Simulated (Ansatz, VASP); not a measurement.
# Two plane-wave programs on SnO2

INCAR

```
SYSTEM = SnO2
PREC     = Accurate       ! precision mode
ENCUT    = 520            ! plane-wave cutoff, eV
EDIFF    = 1E-6           ! SCF threshold, eV
ISMEAR   = 0              ! smearing method
SIGMA    = 0.01           ! smearing width, eV
LREAL    = .False.        ! projectors in reciprocal space
LASPH    = .True.         ! aspherical terms in the spheres
NELM     = 80             ! most SCF steps
ALGO     = Normal         ! electronic algorithm
ISIF     = 2              ! what is computed and relaxed
LWAVE    = .False.        ! write WAVECAR
LCHARG   = .False.        ! write CHGCAR
GGA      = PS             ! functional
NBANDS   = 35             ! bands
```

The input KPOINTS:

```
Automatic mesh
0
Gamma
  6 6 2
  0 0 0
```

POSCAR

```
SnO2
1.0
    3.2305800000      0.0000000000      0.0000000000
   -1.6152900000      2.7977600000      0.0000000000
    0.0000000000      0.0000000000     10.7905600000
Sn O
2 4
Direct
    0.0000000000      0.0000000000      0.5000000000
    0.0000000000      0.0000000000      0.0000000000
    0.6666666667      0.3333333333      0.4058600000
    0.6666666667      0.3333333333      0.0941400000
    0.3333333333      0.6666666667      0.5941400000
    0.3333333333      0.6666666667      0.9058600000
```

Input for Ansatz:

```yaml
crystal:
  lattice:
    - [3.23058, 0.0, 0.0]
    - [-1.61529, 2.79776, 0.0]
    - [0.0, 0.0, 10.79056]
  atoms:
    - { symbol: Sn, position: [0.0, 0.0, 0.5] }
    - { symbol: Sn, position: [0.0, 0.0, 0.0] }
    - { symbol: O, position: [0.6666666666666666, 0.3333333333333333, 0.40586] }
    - { symbol: O, position: [0.6666666666666666, 0.3333333333333333, 0.09413999999999999] }
    - { symbol: O, position: [0.3333333333333333, 0.6666666666666666, 0.59414] }
    - { symbol: O, position: [0.3333333333333333, 0.6666666666666666, 0.9058599999999999] }
kpoints:
  mp_grid:
    grid: [6, 6, 2]
  band_path:
    path:
      - [0.16666679620341696, 0.3333329447228308, 0.0]
      - [0.16255349399498642, 0.3353895958270461, 0.0]
      - [0.1707800984118475, 0.3312762936186156, 0.0]
      - [0.16666679620341696, 0.32977072605415253, 0.0]
      - [0.16666679620341696, 0.33689516339150904, 0.0]
      - [0.16666679620341696, 0.3333329447228308, -0.013738967701837457]
      - [0.16666679620341696, 0.3333329447228308, 0.013738967701837457]
      - [0.1707800984118475, 0.3348385122872938, 0.0]
      - [0.1707800984118475, 0.32771407494993726, 0.0]
      - [0.16255349399498642, 0.3389518144957243, 0.0]
      - [0.16255349399498642, 0.33182737715836785, 0.0]
      - [0.1707800984118475, 0.3312762936186156, 0.013738967701837457]
      - [0.1707800984118475, 0.3312762936186156, -0.013738967701837457]
      - [0.16255349399498642, 0.3353895958270461, 0.013738967701837457]
      - [0.16255349399498642, 0.3353895958270461, -0.013738967701837457]
      - [0.16666679620341696, 0.33689516339150904, 0.013738967701837457]
      - [0.16666679620341696, 0.33689516339150904, -0.013738967701837457]
      - [0.16666679620341696, 0.32977072605415253, 0.013738967701837457]
      - [0.16666679620341696, 0.32977072605415253, -0.013738967701837457]
    npoints: 1
hamiltonian:
  xc: pbesol
  pseudopotentials:
    kind: paw
scf:
  occupations:
    method: fixed
```

Measurements of this composition are mostly on another form, of space group No. 136.

Alike in both runs: task single point; functional PBEsol; k mesh 6 × 6 × 2; no spin polarisation.

```csv
,VASP,Ansatz
version,VASP 6.6.1,Ansatz 0.2.0
potentials or method,"VASP PAW PBE potentials, release 64 (Sn_d, O)","plane waves, PAW"
plane-wave cutoff (eV),520,420
occupations,"gaussian, width 0.01 eV",fixed
valence electrons in the cell,52,52
```

```csv
,VASP,Ansatz,Ansatz less VASP
gap on the k mesh at the Fermi level (eV),2.07,2.09,+0.022
```

Caveats: spin-orbit coupling is left out, which moves the levels of the heavy elements. As with any semilocal functional, this PBEsol gap is likely too small. A k mesh can miss the band edges.
